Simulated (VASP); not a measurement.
**MoS2 in VASP 6.6.1, single-point calculation**

INCAR

```
ENCUT = 520
PREC = Accurate
LCHARG = .FALSE.
NSW = 0
SIGMA = 0.2
LASPH = .TRUE.
ISMEAR = 1
EDIFF = 1E-7
NELM = 58
LREAL = .FALSE.
NBANDS = 20
LWAVE = .FALSE.
IBRION = -1
ISIF = 2
GGA = RP
```

KPOINTS

```
KPOINTS created by Atomic Simulation Environment
0
Gamma
12 12 4
0 0 0
```

POSCAR

```
Mo S
 1.0000000000000000
     3.2202374464190364   -0.0000000000000000    0.0000000000000000
    -1.6101187232095182    2.7888074348168157   -0.0000000000000000
     0.0000000000000000   -0.0000000000000000    5.9450267968125630
 Mo  S
   1   2
Cartesian
 -0.0000000000000000  0.0000000000000000 -0.0000000000000000
 -0.0000000000000000  1.8592049565445441  1.5458917519004469
  1.6101187232095178  0.9296024782722720  4.3991350449121187
```

The recommended PBE PAW datasets give the neutral cell 26 valence electrons.

Command

```
mpirun -np 1 vasp_std
```

OSZICAR

```
N       E                     dE             d eps       ncg     rms          rms(c)
DAV:   1     0.183109935518E+03    0.18311E+03   -0.13393E+04  2768   0.122E+03
DAV:   2    -0.137793168812E+02   -0.19689E+03   -0.19212E+03  3340   0.316E+02
DAV:   3    -0.211387482356E+02   -0.73594E+01   -0.72770E+01  3428   0.565E+01
DAV:   4    -0.212239423832E+02   -0.85194E-01   -0.85102E-01  3284   0.641E+00
DAV:   5    -0.212253261729E+02   -0.13838E-02   -0.13837E-02  3528   0.791E-01    0.230E+01
DAV:   6    -0.202132729265E+02    0.10121E+01   -0.15181E+01  2904   0.211E+01    0.100E+01
DAV:   7    -0.197929843770E+02    0.42029E+00   -0.63158E+00  2860   0.129E+01    0.623E+00
DAV:   8    -0.196631988076E+02    0.12979E+00   -0.79387E-01  3056   0.494E+00    0.194E+00
DAV:   9    -0.196668646647E+02   -0.36659E-02   -0.25545E-02  3192   0.106E+00    0.616E-01
DAV:  10    -0.196659137229E+02    0.95094E-03   -0.14751E-02  3076   0.734E-01    0.160E-01
DAV:  11    -0.196658560175E+02    0.57705E-04   -0.68997E-04  3256   0.178E-01    0.706E-02
DAV:  12    -0.196658090656E+02    0.46952E-04   -0.22410E-04  3136   0.885E-02    0.537E-02
DAV:  13    -0.196658607128E+02   -0.51647E-04   -0.93584E-05  2936   0.587E-02    0.119E-02
DAV:  14    -0.196658628356E+02   -0.21229E-05   -0.49880E-06  3568   0.127E-02    0.540E-03
DAV:  15    -0.196658632188E+02   -0.38317E-06   -0.15951E-06  3000   0.715E-03    0.154E-03
DAV:  16    -0.196658633544E+02   -0.13560E-06   -0.22100E-07  3152   0.284E-03    0.102E-03
DAV:  17    -0.196658634029E+02   -0.48461E-07   -0.56501E-08  1908   0.167E-03
   1 F= -.19665863E+02 E0= -.19666628E+02  d E =0.229290E-02
```

From OUTCAR

```
k-points           NKPTS =     69   k-points in BZ     NKDIM =     69   number of bands    NBANDS=     20

   NELECT =      26.0000    total number of electrons

   dimension x,y,z NGX =    24 NGY =   24 NGZ =   48
   dimension x,y,z NGXF=    48 NGYF=   48 NGZF=   96

  energy-cutoff  :      520.00
  volume of cell :       53.39
      direct lattice vectors                 reciprocal lattice vectors
     3.220237446  0.000000000  0.000000000     0.310536107  0.179288105  0.000000000
    -1.610118723  2.788807435  0.000000000     0.000000000  0.358576210  0.000000000
     0.000000000  0.000000000  5.945026797     0.000000000  0.000000000  0.168207820

 k-points in reciprocal lattice and weights: KPOINTS created by Atomic Simulation Env
   0.00000000  0.00000000  0.00000000       0.002
   0.08333333  0.00000000  0.00000000       0.010
   0.16666667  0.00000000  0.00000000       0.010
   0.25000000  0.00000000  0.00000000       0.010
   0.33333333  0.00000000  0.00000000       0.010
   0.41666667  0.00000000  0.00000000       0.010
   0.50000000  0.00000000  0.00000000       0.005
   0.08333333  0.08333333  0.00000000       0.010
   ...

 E-fermi :   7.8446

 k-point     1 :       0.0000    0.0000    0.0000
  band No.  band energies     occupation
      1     -53.9732      2.00000
      2     -28.0080      2.00000
      3     -27.9746      2.00000
      4     -27.9746      2.00000
      5      -7.1678      2.00000
      6      -5.4920      2.00000
      7       0.8833      2.00000
      8       3.7788      2.00000
      9       3.7788      2.00000
     10       6.4075      2.00000
     11       6.6866      2.00000
     12       6.8821      2.00000
     13       6.8821      2.00000
     14       7.5100      2.03949
     15       7.5100      2.03949
     16      10.8900     -0.00000
     17      10.8900     -0.00000
     18      13.8072      0.00000
     19      14.5509      0.00000
     20      17.2986      0.00000

 k-point     2 :       0.0833    0.0000    0.0000
  band No.  band energies     occupation
      1     -53.9711      2.00000
      2     -28.0036      2.00000
      3     -27.9972      2.00000
      4     -27.9798      2.00000
      5      -7.0624      2.00000
      6      -5.4738      2.00000
      7       1.0201      2.00000
      8       3.5567      2.00000
      9       3.8382      2.00000
     10       6.1470      2.00000
     11       6.4714      2.00000
     12       6.5289      2.00000
     13       6.7203      2.00000
     14       7.7181      1.86812
     15       7.8928      0.60475
     16      10.6694     -0.00000
     17      10.8658     -0.00000
     18      14.3610      0.00000
     19      14.9421      0.00000
     20      17.0527      0.00000

 k-point     3 :       0.1667    0.0000    0.0000
  band No.  band energies     occupation
      1     -53.9652      2.00000
      2     -28.0587      2.00000
      3     -27.9939      2.00000
      4     -27.9914      2.00000
      5      -6.7609      2.00000
      6      -5.4226      2.00000
      7       1.4044      2.00000
      8       3.1316      2.00000
      9       3.9655      2.00000
     10       4.9078      2.00000
     11       5.9793      2.00000
     12       6.4788      2.00000
     13       6.6016      2.00000
     14       7.9469      0.24749
     15       8.2974     -0.00622
     16      10.5988     -0.00000
     17      10.8966     -0.00000
     18      15.2758      0.00000
     19      15.6924      0.00000
     20      16.8785      0.00000

 ...

  Total        1.2839590      1.2839590      2.1613785      0.0000000      0.0000000      0.0000000
  in kB       38.5302214     38.5302214     64.8606318      0.0000000      0.0000000      0.0000000
  external PRESSURE =      47.3070249 kB  Pullay stress =       0.0000000 kB

 POSITION                                       TOTAL-FORCE (eV/Angst)
 -----------------------------------------------------------------------------------
      0.00000      0.00000      0.00000        -0.000000      0.000000      0.000000
      0.00000      1.85920      1.54589        -0.000000      0.000000      0.219224
      1.61012      0.92960      4.39914         0.000000      0.000000     -0.219224
 -----------------------------------------------------------------------------------
    total drift:                                0.000000      0.000000     -0.000000

  FREE ENERGIE OF THE ION-ELECTRON SYSTEM (eV)
  ---------------------------------------------------
  free  energy   TOTEN  =       -19.6658634029 eV

  energy  without entropy=      -19.6681563035  energy(sigma->0) =      -19.66662770
```

It converged. Results: gap between bands v and c on the k mesh -1.12 eV (bands overlap: a metal); least direct gap on the k mesh 0.00 eV; pressure 4.7 GPa; largest force 0.22 eV/Å. Band v is the last that the valence electrons fill when counted band by band, and c is the next.

For comparison, a separate PBE run of the intended cell, on usual settings and not on those above, gives a gap of -1.10 eV on its mesh and a pressure of 2.1 GPa.

The run above took about 24 s on one core of a shared host (Intel Xeon 6975P-C) and held 0.21 GiB at most.
